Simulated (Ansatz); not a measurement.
I need a check of forces and pressure against finite differences of MoS2 (distorted cell). Use Ansatz 0.2.0 through its Python package. Level of theory (first run): r2SCAN, PAW, cutoff 650 eV, 7×7×3 k-points, Fermi-Dirac smearing of 0.1 eV.

```xyz
3
Lattice="3.2275 0.0000 0.0000 -1.6137 2.7951 0.0000 0.0000 0.0000 6.3125" Properties=species:S:1:pos:R:3 pbc="T T T"
Mo    1.6223    2.7305    3.0975
S    -0.0191    1.8515    1.6208
S     1.5324    0.9121    4.7855
```

The script, `mos2_fdcheck.py`:
```python
# -*- coding: utf-8 -*-
"""Forces and pressure of MoS2 against finite differences of the energy, distorted."""

from dataclasses import dataclass

import ansatz as az
import numpy as np


@dataclass(frozen=True)
class Settings:
    functional: str = "r2scan"
    occupations: str = "fermi_dirac"
    ecut: int = 650
    mesh: tuple[int, ...] = (7, 7, 3)
    tolerance: float = 1e-09


settings = Settings()

vectors0 = np.array([
    [3.22746, 0.0, 0.0],
    [-1.61373, 2.79507, 0.0],
    [0.0, 0.0, 6.31247],
])
sites = [
    ("Mo", (0.99111, 0.97689, 0.4907)),
    ("S", (0.3253, 0.66241, 0.25676)),
    ("S", (0.63796, 0.32633, 0.75811)),
]


def on_lattice(cell):
    crystal = az.Crystal(lattice=az.Lattice.of(cell))
    for symbol, position in sites:
        crystal = crystal.atom(symbol, position)
    return crystal

def solve(crystal):
    return (
        crystal.calculation()
        .functional(settings.functional)
        .occupations(settings.occupations)
        .basis(settings.ecut, xc_grid=2)
        .kpoints(*settings.mesh)
        .scf(tolerance=settings.tolerance)
        .forces()
        .stress()
        .run(threads=1)
    ).report


centre = solve(on_lattice(vectors0))
start = on_lattice(vectors0)
# central difference: F = -(E(+h) - E(-h)) / 2h
print(f"force on atom 2 along y: analytic {centre['forces_ev_ang'][2][1]:.4f} eV/A")
for h in (0.004, 0.016):
    shift = np.eye(3)[1] * h @ np.linalg.inv(vectors0)
    plus, minus = (solve(start.move(2, to=np.array(sites[2][1]) + sign * shift))["lagrangian_ev"] for sign in (1, -1))
    print(f"  step {h} A: numerical {-(plus - minus) / (2 * h):.4f} eV/A")
# P = -dF/dV; the difference feels the change of the plane-wave count with the cell
volume = abs(np.linalg.det(vectors0))
larger, smaller = (solve(on_lattice(vectors0 * (1 + sign * 0.005) ** (1 / 3)))["lagrangian_ev"] for sign in (1, -1))
numerical = -(larger - smaller) / (0.01 * volume) * 160.21766
print(f"pressure: analytic {np.trace(centre['stress_gpa']) / 3:.3f}, numerical {numerical:.3f} GPa")
```

Running `python mos2_fdcheck.py` prints:
```text
DeckWarning: output.stress: scf.convergence.dr2_threshold = 1e-9 eV is looser than the 3e-10 eV advised for a printed stress (1e-10 eV for each atom of the cell: 3). What an SCF threshold leaves in a stress goes as its square root, and in the free energy as [...]
force on atom 2 along y: analytic -0.0309 eV/A
  step 0.004 A: numerical -0.0309 eV/A
  step 0.016 A: numerical -0.0311 eV/A
pressure: analytic -2.041, numerical -2.038 GPa
```
(Warnings from the package without file and line, shortened.)

Caveats:
- No spin polarisation was allowed.
- The mesh is modest for a metal, so energies can be off by several to tens of meV an atom and pressures by half a GPa or more; differences at equal mesh fare better.
- Pressure is positive in compression.
- The cell is a database structure, distorted on purpose.
- The central difference errs as the square of the step, so the shorter step is the fairer test; what remains comes from the finite grid and the SCF threshold.
- Timing: 3 min on 1 thread of Arm Neoverse V1, with other jobs on the host, peak memory 0.49 GiB.
